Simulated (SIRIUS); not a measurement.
**HfO2 under changes of volume**

One of the cells (11.375 Å³/atom); the others are scaled copies at fixed shape and fractional positions:

```
Hf O
1.0
     0.00000    2.57444    2.57444
     2.57444    0.00000    2.57444
     2.57444    2.57444    0.00000
Hf O
1 2
Direct
  0.00000 0.00000 0.00000
  0.75000 0.75000 0.75000
  0.25000 0.25000 0.25000
```

Measurements of this composition are mostly on another form, of space group No. 14.

| Item | Value |
| --- | --- |
| Program | SIRIUS 7.12.0 |
| Functional | PBE |
| Potentials or basis | PseudoDojo 0.4.1 PBE standard (scalar relativistic) |
| Cutoff | 1152 eV |
| Density cutoff | 4606 eV |
| k mesh | 9 × 9 × 9 |
| Occupations | fermi-dirac, width 0.05 eV |
| Spin | no spin polarisation |

```tsv
volume (Å³/atom)	energy over the lowest point (meV/atom)	pressure (GPa)	gap on the mesh (eV)
10.483	14.92	11.2	4.05
10.706	3.54	5.2	3.99
10.929	0.00	-0.1	3.93
11.375	13.31	-9.2	3.82
11.598	28.82	-13.1	3.76
11.821	?	?	?
```

**Question.** What does the run at 11.821 Å³/atom give?

**Answer.** Energy over the lowest point 49.43 meV/atom; pressure -16.5 GPa; gap on the mesh 3.70 eV.

Worked out: A Birch-Murnaghan fit of order 3 (a polynomial in V^(-2/3)) to the other rows has its minimum at 10.93 Å³/atom with B0 = V·E''(V) = 248 GPa and B' = 4.2. It gives 49.44 meV/atom at 11.821 Å³/atom, against the run's 49.43, and -dE/dV = -16.5 GPa, against -16.5. A straight line through the other rows of the gap, of slope -2.85 eV per unit of ln V, extrapolates to 3.71 eV, against the run's 3.70.

Energies are extrapolated to zero smearing.

Caveats: spin-orbit coupling is left out, which moves the levels of the heavy elements; an odd mesh through Γ misses points on the zone boundary, where band edges often lie.
